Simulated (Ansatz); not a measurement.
# CrO2: the cost of one run

Method: DFT PBE, scalar-relativistic, plane waves, PAW, in Ansatz 0.2.0.

1 further run of the same task is left out (it didn't finish).

## 1. Starting point

Symmetry: Pnnm, No. 58, orthorhombic system. Conventional cell: a = 4.448 Å, b = 4.529 Å, c = 2.986 Å, α = 90.00°, β = 90.00°, γ = 90.00°. Cr (site symmetry 2/m) is surrounded by 6 O at 1.92 to 1.95 Å. Around O (site symmetry m) lie 3 Cr at 1.92 to 1.95 Å.

Coordinates:

```cif
data_structure
_symmetry_space_group_name_H-M 'P 1'
_symmetry_Int_Tables_number 1
_cell_length_a 4.4481
_cell_length_b 4.5292
_cell_length_c 2.9860
_cell_angle_alpha 90.000
_cell_angle_beta 90.000
_cell_angle_gamma 90.000
_cell_volume 60.16
loop_
_atom_site_label
_atom_site_type_symbol
_atom_site_fract_x
_atom_site_fract_y
_atom_site_fract_z
_atom_site_occupancy
Cr1 Cr 0.50000 0.50000 0.50000 1
Cr2 Cr 0.00000 0.00000 0.00000 1
O1 O 0.79297 0.18982 0.50000 1
O2 O 0.20703 0.81018 0.50000 1
O3 O 0.70703 0.68982 0.00000 1
O4 O 0.29297 0.31018 0.00000 1
```

This is candidate A: structure listed in a database for this formula (Pnnm, No. 58).

(A quick probe on a coarse mesh, which set the mesh and smearing, is not shown.)

## 3. Rough relaxation on the coarse mesh (candidate A)

File input.yaml:

```yaml
crystal:
  lattice:
    - [4.4480510066, 0.0, 0.0]
    - [0.0, 4.5292350067, 0.0]
    - [0.0, 0.0, 2.985964]
  atoms:
    - { symbol: Cr, position: [0.5, 0.5, 0.5], spin: 1.96 }
    - { symbol: Cr, position: [0.0, 0.0, 0.0], spin: 1.96 }
    - { symbol: O, position: [0.792969, 0.189817, 0.5] }
    - { symbol: O, position: [0.207031, 0.810183, 0.5] }
    - { symbol: O, position: [0.707031, 0.689817, 0.0] }
    - { symbol: O, position: [0.292969, 0.310183, 0.0] }
basis:
  ecutwfc: 420
kpoints:
  mp_grid: { grid: [4, 4, 6] }
hamiltonian:
  xc: pbe
scf:
  occupations: { method: gaussian, width: 0.1 }
  lower_state_search: "off"
output:
  forces: true
  stress: true
  eigenvalues: true
  populations: true
magnetization:
  spin_polarized: true
relax:
  adjacent_minimum: "off"
  f_tol: 0.04
  max_steps: 70
  cell: { stress_tol: 0.4 }
```

The run is started by

```bash
$ ansatz run input.yaml --threads 1 --pin off --max-ram 2560MiB --backend cpu --events-out ev --progress --plain --runs-dir out
```

Q: Estimate wall time and peak memory on 1 thread of Intel Xeon 6975P-C (Granite Rapids), shared host.

About 33 s, with a peak of 0.44 GiB.
